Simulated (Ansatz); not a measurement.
CaSe:

```
Se Ca
1.0
     0.00000    2.95600    2.95600
     2.95600    0.00000    2.95600
     2.95600    2.95600    0.00000
Se Ca
1 1
Direct
  0.50000 0.50000 0.50000
  0.00000 0.00000 0.00000
```

* Program: Ansatz 0.2.0
* Task: single point
* Functional: PBE
* Potentials or basis: Ansatz PAW
* Cutoff: 420 eV (not typed: the program's choice for these potentials)
* k mesh: 8 × 8 × 8
* Occupations: fermi-dirac, width 0.05 eV
* Spin: no spin polarisation

On this cell: pressure 1.2 GPa; largest force zero by symmetry; band gap on the k mesh 2.03 eV, indirect (least direct gap 2.96 eV).

The same run follows on a disturbed copy (atoms moved at random, drawn with an rms of 0.05 Å):

```
CELL_PARAMETERS angstrom
0.00000 2.95600 2.95600
2.95600 0.00000 2.95600
2.95600 2.95600 0.00000
ATOMIC_POSITIONS crystal
Se 0.49730 0.48503 0.49987
Ca 0.00519 0.00562 0.99299
```

Problem. What does the disturbed cell give?

Solution. The energy moves by +6.8 meV/atom; pressure 1.3 GPa; largest force 0.295 eV/Å; band gap on the k mesh 2.05 eV, indirect (least direct gap 2.97 eV).

Forces on the atoms (eV/Å):
```
Se   0.125  0.009  0.267
Ca  -0.125 -0.009 -0.267
```

Stress tensor (GPa, compression positive):
```
 1.24  0.00 -0.05
 0.00  1.13  0.00
-0.05  0.00  1.61
```

A k mesh can miss the band edges.
